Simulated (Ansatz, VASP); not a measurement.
**BN: VASP beside Ansatz**

```
B N
1.0
     2.35635    0.00000    0.00000
    -1.17817    2.04066    0.00000
     0.00000    0.00000    7.52212
B N
2 2
Direct
  0.33333 0.66667 0.25000
  0.66667 0.33333 0.75000
  0.33333 0.66667 0.75000
  0.66667 0.33333 0.25000
```

Alike in both runs: task single point; functional LDA; k mesh 12 × 12 × 4; occupations gaussian, width 0.05 eV; no spin polarisation.

|  | VASP | Ansatz |
| --- | --- | --- |
| version | VASP 6.6.1 | Ansatz 0.2.0 |
| potentials or method | VASP PAW LDA potentials, release 64 (B, N) | scalar-relativistic, plane waves, PAW |
| plane-wave cutoff (eV) | 520 | 420 |
| valence electrons in the cell | 16 | 16 |

Ansatz gave:

* gap on the k mesh at the Fermi level (eV): 4.07
* least direct gap on the mesh (eV): 4.98

Question: Estimate VASP's values.

Answer: gap on the k mesh at the Fermi level (eV): 4.05; least direct gap on the mesh (eV): 4.97.

 A k mesh can miss the band edges. As with any semilocal functional, this LDA gap is likely too small.
